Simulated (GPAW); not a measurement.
**NaCl in GPAW: the effect of dispersion**

Crystal: NaCl.

```
Cl Na
1.0
     3.50219    0.00000    0.00000
     0.00000    3.50219    0.00000
     0.00000    0.00000    3.50219
Cl Na
1 1
Direct
  0.50000 0.50000 0.50000
  0.00000 0.00000 0.00000
```

Measurements of this composition are mostly on another form, of space group No. 225.

Alike in all runs:

| Property | Result |
| --- | --- |
| Program | GPAW 26.7.0 |
| Task | relaxation of cell and atoms |
| Functional | PBE |
| Potentials or basis | GPAW PAW data sets (gpaw-data 1.2.1) |
| Cutoff | 800 eV |
| Basis | pw |
| k mesh | 8 × 8 × 8 |
| Occupations | fermi-dirac, width 0.05 eV |
| Spin | no spin polarisation |

Each run relaxes the cell or the atoms first.

One run gave: relaxed volume 18.06 Å³/atom; gap on the mesh 4.65 eV. Which dispersion did it use?
A. D3(op)
B. D3
C. D3(BJ)-ATM
D. D3M(BJ)
E. D3(BJ)

D.

| dispersion | relaxed volume (Å³/atom) | gap on the mesh (eV) |
| --- | --- | --- |
| none | 21.48 | 3.98 |
| D3 | 21.48 | 3.98 |
| D3(BJ) | 20.16 | 4.20 |
| D3M(BJ) | 18.06 | 4.65 |
| D3(op) | 21.04 | 4.05 |
| D3(BJ)-ATM | 20.34 | 4.17 |

Caveats: later steps reuse the first step's grids; the relaxation stopped at its first step, so nothing moved (some runs); the volume moved by over 15 % at a fixed basis, so the end points are rough (some runs).

A k mesh can miss the band edges.

A gap of «none» marks a metal or a gap under the smearing width.
